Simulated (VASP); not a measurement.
# SnS2 (P-3m1) in VASP: band structure with PBE+D3(BJ)

Aim: the band structure of SnS2 with PBE+D3(BJ).

Program: VASP 6.6.1. These are calculated values, not measurements. Logs are shortened: lines on timing, memory, paths and dates and some standing lists are left out, and cuts for length are marked.

## Step 1: Starting point

It takes space group P-3m1 (No. 164, trigonal). The conventional cell has a = 3.667 Å, b = 3.667 Å, c = 5.801 Å, α = 90.00°, β = 90.00°, γ = 120.00°. Sn (site symmetry -3m) has 6 S at 2.58 Å as nearest neighbours. S (site symmetry 3m) is surrounded by 3 Sn at 2.58 Å.

## Step 2: Band structure, PBE+D3(BJ)

The input, INCAR:

```
SYSTEM = SnS2
  PREC = Accurate
  ENCUT = 520
  EDIFF = 1E-7
  ISMEAR = 0
  SIGMA = 0.02
  LREAL = .FALSE.
  LASPH = .TRUE.
  NELM = 60
  ALGO = Fast
  ISIF = 2
  LWAVE = .FALSE.
  LCHARG = .FALSE.
  GGA = PE
  IVDW = 12
  AMIX = 0.2
```

The input, KPOINTS:

```
Automatic mesh
0
G
  12 12 6
  0 0 0
```

The input, POSCAR:

```
SnS2                                    
1.0
    3.6667629144      0.0000000000      0.0000000000
   -1.8333814573      3.1755098291      0.0000000000
   -0.0000000000     -0.0000000000      5.8014779972
  Sn              S             
     1     2
Direct
     0.0000000000000000    1.0000000000000000    0.0000000000000000
     0.3333333300000021    0.6666666699999979    0.2547900534423164
     0.6666666699999979    0.3333333300000021    0.7452099465576837
```

The input, KPOINTS_OPT:

```
path GMKGALHA,LM,KH
20
line-mode
reciprocal
 0.0000000000  0.0000000000  0.0000000000  G
 0.5000000000  0.0000000000  0.0000000000  M

 0.5000000000  0.0000000000  0.0000000000  M
 0.3333333333  0.3333333333  0.0000000000  K

 0.3333333333  0.3333333333  0.0000000000  K
 0.0000000000  0.0000000000  0.0000000000  G

 0.0000000000  0.0000000000  0.0000000000  G
 0.0000000000  0.0000000000  0.5000000000  A

 0.0000000000  0.0000000000  0.5000000000  A
 0.5000000000  0.0000000000  0.5000000000  L

 0.5000000000  0.0000000000  0.5000000000  L
 0.3333333333  0.3333333333  0.5000000000  H

 0.3333333333  0.3333333333  0.5000000000  H
 0.0000000000  0.0000000000  0.5000000000  A

 0.5000000000  0.0000000000  0.5000000000  L
 0.5000000000  0.0000000000  0.0000000000  M

 0.3333333333  0.3333333333  0.0000000000  K
 0.3333333333  0.3333333333  0.5000000000  H
```

Potentials or basis: VASP PAW PBE potentials, release 64 (Sn_d, S).

On the command line:

```console
> cat potpaw_PBE.64/Sn_d/POTCAR potpaw_PBE.64/S/POTCAR > POTCAR
> mpirun -np 1 vasp_std > vasp.out
```

OUTCAR:

```text
SYSTEM = SnS2
   PREC = Accurate
   ENCUT = 520
   EDIFF = 1E-7
   ISMEAR = 0
   LREAL = .FALSE.
   LASPH = .TRUE.
   NELM = 60
   ISIF = 2
   GGA = PE
   IVDW = 12
   AMIX = 0.2
 IVDW          = 12

 ion  position               nearest neighbor table
   1  0.000  0.000  0.000-   2 2.58   3 2.58   2 2.58   3 2.58   3 2.58   2 2.58
   2  0.333  0.667  0.255-   1 2.58   1 2.58   1 2.58
   3  0.667  0.333  0.745-   1 2.58   1 2.58   1 2.58

  LATTYP: Found a hexagonal cell.
 ALAT       =     3.6667629144
 C/A-ratio  =     1.5821797407

  Lattice vectors:

 A1 = (   3.6667629144,   0.0000000000,   0.0000000000)
 A2 = (  -1.8333814573,   3.1755098291,   0.0000000000)
 A3 = (   0.0000000000,   0.0000000000,   5.8014779972)

Analysis of symmetry for initial positions (statically):
=====================================================================
 Subroutine PRICEL returns:
 Original cell was already a primitive cell.

 Routine SETGRP: Setting up the symmetry group for a
 hexagonal supercell.

 Subroutine GETGRP returns: Found 12 space group operations
 (whereof 12 operations were pure point group operations)
 out of a pool of 24 trial point group operations.

The static configuration has the point symmetry D_3d.

Analysis of symmetry for dynamics (positions and initial velocities):
=====================================================================
 Subroutine PRICEL returns:
 Original cell was already a primitive cell.

 Routine SETGRP: Setting up the symmetry group for a
 hexagonal supercell.

 Subroutine GETGRP returns: Found 12 space group operations
 (whereof 12 operations were pure point group operations)
 out of a pool of 24 trial point group operations.

The dynamic configuration has the point symmetry D_3d.

 Subroutine INISYM returns: Found 12 space group operations
 (whereof 12 operations are pure point group operations),
 and found     1 'primitive' translations

----------------------------------------------------------------------------------------

                                     Primitive cell

  volume of cell :      67.5515

  direct lattice vectors                    reciprocal lattice vectors
     3.666762914  0.000000000  0.000000000     0.272720114  0.157455031  0.000000000
    -1.833381457  3.175509829  0.000000000     0.000000000  0.314910063  0.000000000
     0.000000000  0.000000000  5.801477997     0.000000000  0.000000000  0.172369869

  length of vectors
     3.666762914  3.666762911  5.801477997     0.314910063  0.314910063  0.172369869

  position of ions in fractional coordinates (direct lattice)
     0.000000000  0.000000000  0.000000000
     0.333333330  0.666666670  0.254790053
     0.666666670  0.333333330  0.745209947

  ion indices of the primitive-cell ions
   primitive index   ion index
                 1           1
                 2           2
                 3           3

----------------------------------------------------------------------------------------

 KPOINTS: Automatic mesh

Automatic generation of k-mesh.
 Grid dimensions read from file:
 generate k-points for:   12   12    6

 Generating k-lattice:

  Cartesian coordinates                     Fractional coordinates (reciprocal lattice)
     0.022726676  0.013121253  0.000000000     0.083333333  0.000000000  0.000000000
     0.000000000  0.026242505  0.000000000     0.000000000  0.083333333  0.000000000
     0.000000000  0.000000000  0.028728311     0.000000000  0.000000000  0.166666667

  Length of vectors
     0.026242505  0.026242505  0.028728311

  Shift w.r.t. Gamma in fractional coordinates (k-lattice)
     0.000000000  0.000000000  0.000000000

 Subroutine IBZKPT returns following result:
 ===========================================

 Found    100 irreducible k-points:

 Following reciprocal coordinates:
            Coordinates               Weight
  0.000000  0.000000  0.000000      1.000000
  0.083333  0.000000  0.000000      6.000000
  0.166667 -0.000000  0.000000      6.000000
  0.250000 -0.000000  0.000000      6.000000
  0.333333 -0.000000  0.000000      6.000000
  0.416667 -0.000000  0.000000      6.000000
[... 16 lines left out ...]
  0.166667 -0.000000  0.166667      6.000000
  0.000000  0.166667  0.166667      6.000000
 [... further k-points ...]
   k-points           NKPTS =    100   k-points in BZ     NKDIM =    100   number of bands    NBANDS=     17
   number of dos      NEDOS =    301   number of ions     NIONS =      3
   total plane-waves  NPLWV =  37632
   dimension x,y,z NGX =    28 NGY =   28 NGZ =   48
   dimension x,y,z NGXF=    56 NGYF=   56 NGZF=   96
   ions per type =               1   2
   NGX,Y,Z   is equivalent  to a cutoff of  12.69, 12.69, 13.75 a.u.
   NGXF,Y,Z  is equivalent  to a cutoff of  25.39, 25.39, 27.51 a.u.
 SYSTEM =  SnS2
   PREC   = accura    normal or accurate (medium, high low for compatibility)
   ISTART =      0    job   : 0-new  1-cont  2-samecut
   ICHARG =      2    charge: 1-file 2-atom 10-const
   ISPIN  =      1    spin polarized calculation?
   LNONCOLLINEAR =      F non collinear calculations
   LSORBIT =      F    spin-orbit coupling
   LASPH  =      T    aspherical Exc in radial PAW
   ENCUT  =  520.0 eV  38.22 Ry    6.18 a.u.   6.82  6.82 10.79*2*pi/ulx,y,z
   NELM   =     60;   NELMIN=  2; NELMDL= -5     # of ELM steps
   EDIFF  = 0.1E-06   stopping-criterion for ELM
   LREAL  =      F    real-space projection
   EDIFFG = 0.1E-05   stopping-criterion for IOM
   NSW    =      0    number of steps for IOM
   IBRION =     -1    ionic relax: 0-MD 1-quasi-New 2-CG
   NFREE  =      0    steps in history (QN), initial steepest desc. (CG)
   ISIF   =      2    stress and relaxation
   ISYM   =      2    0-nonsym 1-usesym 2-fastsym
   POTIM  = 0.5000    time-step for ionic-motion
   TEBEG  =    0.0;   TEEND  =   0.0 temperature during run
   PSTRESS=    0.0 pullay stress
   NELECT =      26.0000    total number of electrons
   NUPDOWN=      -1.0000    fix difference up-down
   EMIN   =  10.00;   EMAX   =-10.00  energy-range for DOS
   EFERMI =   0.00;   METHOD = LEGACY
   ISMEAR =     0;   SIGMA  =   0.02  broadening in eV -4-tet -1-fermi 0-gaus
   EFERMI_NEDOS =   21; number of points for ismear=-14 and -15
   IALGO  =     68    algorithm
   IMIX   =      4    mixing-type and parameters
     AMIX     =   0.20;   BMIX     =  1.00
     AMIX_MAG =   0.80;   BMIX_MAG =  1.00
  volume/ion in A,a.u.               =      22.52       151.95
  Fermi-wavevector in a.u.,A,eV,Ry     =   1.190842  2.250366 19.294499  1.418106
  Thomas-Fermi vector in A             =   2.326918
   LORBIT       =      0    0 simple, 1 ext, 2 COOP (PROOUT), +10 PAW based schemes
   GGA     = PE    functional components
   LHFCALC =     F    Hartree Fock is set to
   AEXX    =    0.0000 exact exchange contribution
   IVDW    =    12    specifies the selected vdW correction
   LEPSILON=     F    determine dielectric tensor
   LRPA    =     F    only Hartree local field effects (RPA)
 non-spin polarized calculation
 RMM-DIIS sequential band-by-band and
 Gauss-broadening in eV      SIGMA  =   0.02
  energy-cutoff  :      520.00
  volume of cell :       67.55
 maximum number of plane-waves:      1846
   NGX = 13   NGY = 13   NGZ = 21

 number of electron      26.0000011 magnetization

 Free energy of the ion-electron system (eV)
  ---------------------------------------------------
  ext. energy  EPLUGINS =         0.00000000
  ---------------------------------------------------
  free energy    TOTEN  =       -13.15171876 eV

  energy without entropy =      -13.15171876  energy(sigma->0) =      -13.15171876

 E-fermi :   4.9652     XC(G=0):  -9.6723

 val. band max:        4.8664689661   @ k =   0.0833   0.0000   0.0000
 cond. band min:       6.1289757042   @ k =   0.0000   0.4167   0.3333
 fundamental gap:      1.2625067381
 Fermi energy:         4.9651737152

 k-point     1 :       0.0000    0.0000    0.0000
  band No.  band energies     occupation
      1     -16.1684      2.00000
      2     -16.1684      2.00000
      3     -16.1292      2.00000
      4     -16.1029      2.00000
      5     -16.1029      2.00000
      6      -8.9612      2.00000
[... 9 lines left out ...]
     16      10.1849      0.00000
     17      10.1849      0.00000

 k-point     2 :       0.0833    0.0000    0.0000
  band No.  band energies     occupation
      1     -16.1725      2.00000
      2     -16.1644      2.00000
      3     -16.1262      2.00000
      4     -16.1057      2.00000
      5     -16.1027      2.00000
      6      -8.8847      2.00000
[... 9 lines left out ...]
     16       9.9732      0.00000
     17      10.3234      0.00000

 k-point     3 :       0.1667   -0.0000    0.0000
  band No.  band energies     occupation
      1     -16.1848      2.00000
      2     -16.1544      2.00000
      3     -16.1194      2.00000
      4     -16.1105      2.00000
      5     -16.1010      2.00000
      6      -8.6589      2.00000
[... 9 lines left out ...]
     16      10.1993      0.00000
     17      10.6275      0.00000

 k-point     4 :       0.2500   -0.0000    0.0000
  band No.  band energies     occupation
      1     -16.2033      2.00000
      2     -16.1443      2.00000
      3     -16.1242      2.00000
      4     -16.1011      2.00000
      5     -16.0951      2.00000
      6      -8.2981      2.00000
[... 9 lines left out ...]
     16      10.8480      0.00000
     17      11.0078      0.00000
[... 343 lines left out ...]
      1     -16.1725      2.00000
      2     -16.1644      2.00000
      3     -16.1262      2.00000
      4     -16.1057      2.00000
      5     -16.1027      2.00000
      6      -8.8392      2.00000
[... 9 lines left out ...]
     16       9.9459      0.00000
     17      10.3592      0.00000

 k-point    23 :       0.1667   -0.0000    0.1667
  band No.  band energies     occupation
      1     -16.1848      2.00000
      2     -16.1544      2.00000
      3     -16.1193      2.00000
      4     -16.1105      2.00000
      5     -16.1010      2.00000
      6      -8.6146      2.00000
[... 9 lines left out ...]
     16      10.2308      0.00000
     17      10.4559      0.00000

 k-point    24 :       0.0000    0.1667    0.1667
  band No.  band energies     occupation
      1     -16.1848      2.00000
      2     -16.1544      2.00000
      3     -16.1194      2.00000
      4     -16.1104      2.00000
      5     -16.1010      2.00000
      6      -8.6139      2.00000
[... 9 lines left out ...]
     16      10.4362      0.00000
     17      10.7846      0.00000

 [... further k-points ...]

------------------------ aborting loop because EDIFF is reached ----------------------------------------

 Edisp (eV)   -0.98683

 E8    (eV) :    -0.4033

  FORCE on cell =-STRESS in cart. coord.  units (eV):
  Direction    XX          YY          ZZ          XY          YZ          ZX
  --------------------------------------------------------------------------------------
  -------------------------------------------------------------------------------------
  Total       0.00521     0.00521     0.00103    -0.00000     0.00000    -0.00000
  in kB       0.12358     0.12358     0.02435    -0.00000     0.00000    -0.00000
  external pressure =        0.09 kB  Pullay stress =        0.00 kB

 VOLUME and BASIS-vectors are now :
 -----------------------------------------------------------------------------
  energy-cutoff  :      520.00
  volume of cell :       67.55
      direct lattice vectors                 reciprocal lattice vectors
     3.666762914  0.000000000  0.000000000     0.272720114  0.157455031  0.000000000
    -1.833381457  3.175509829  0.000000000     0.000000000  0.314910063  0.000000000
     0.000000000  0.000000000  5.801477997     0.000000000  0.000000000  0.172369869

 POSITION                                       TOTAL-FORCE (eV/Angst)
 -----------------------------------------------------------------------------------
      0.00000      0.00000      0.00000         0.000000      0.000000      0.000000
     -0.00000      2.11701      1.47816        -0.000000      0.000000      0.001611
      1.83338      1.05850      4.32332        -0.000000      0.000000     -0.001611
 -----------------------------------------------------------------------------------
    total drift:                               -0.000000      0.000000      0.000000

  FREE ENERGIE OF THE ION-ELECTRON SYSTEM (eV)
  ---------------------------------------------------
  free  energy   TOTEN  =       -14.1385446571 eV

  energy  without entropy=      -14.1385446571  energy(sigma->0) =      -14.13854466
```

Run time: 2.8 min. Hardware: 1 thread of AMD EPYC 9R14 (Zen 4), shared host; peak memory 0.3 GiB.

Results:

| Quantity | Value |
| --- | --- |
| Free energy | -14.1385 eV |
| Pressure | 0.0 GPa |
| Band gap on the k mesh | 1.26 eV, indirect (least direct gap 1.74 eV) |
| Band gap along the path | 1.29 eV, indirect (least direct gap 1.74 eV) |
| Dispersion energy per atom | -0.329 eV |

Levels at the corners of the path, in eV from the valence-band top:
| point | band 11 | band 12 | band 13 | band 14 | band 15 | band 16 |
| --- | --- | --- | --- | --- | --- | --- |
| Γ | -0.50 | -0.50 | -0.01 | 1.73 | 3.52 | 5.31 |
| M | -2.63 | -1.20 | -0.37 | 1.62 | 4.35 | 5.79 |
| M | -2.63 | -1.20 | -0.37 | 1.62 | 4.35 | 5.79 |
| K | -3.23 | -1.58 | -1.58 | 1.79 | 6.86 | 6.86 |
| K | -3.23 | -1.58 | -1.58 | 1.79 | 6.86 | 6.86 |
| Γ | -0.50 | -0.50 | -0.01 | 1.73 | 3.52 | 5.31 |
| Γ | -0.50 | -0.50 | -0.01 | 1.73 | 3.52 | 5.31 |
| A | -0.85 | -0.33 | -0.33 | 2.97 | 3.59 | 5.01 |
| A | -0.85 | -0.33 | -0.33 | 2.97 | 3.59 | 5.01 |
| L | -1.85 | -0.85 | -0.79 | 1.37 | 4.57 | 5.42 |
| L | -1.85 | -0.85 | -0.79 | 1.37 | 4.57 | 5.42 |
| H | -3.67 | -0.38 | -0.38 | 2.92 | 5.21 | 5.21 |
| H | -3.67 | -0.38 | -0.38 | 2.92 | 5.21 | 5.21 |
| A | -0.85 | -0.33 | -0.33 | 2.97 | 3.59 | 5.01 |
| L | -1.85 | -0.85 | -0.79 | 1.37 | 4.57 | 5.42 |
| M | -2.63 | -1.20 | -0.37 | 1.62 | 4.35 | 5.79 |
| K | -3.23 | -1.58 | -1.58 | 1.79 | 6.86 | 6.86 |
| H | -3.67 | -0.38 | -0.38 | 2.92 | 5.21 | 5.21 |

Caveat: spin-orbit coupling is left out, which moves the levels of the heavy elements.
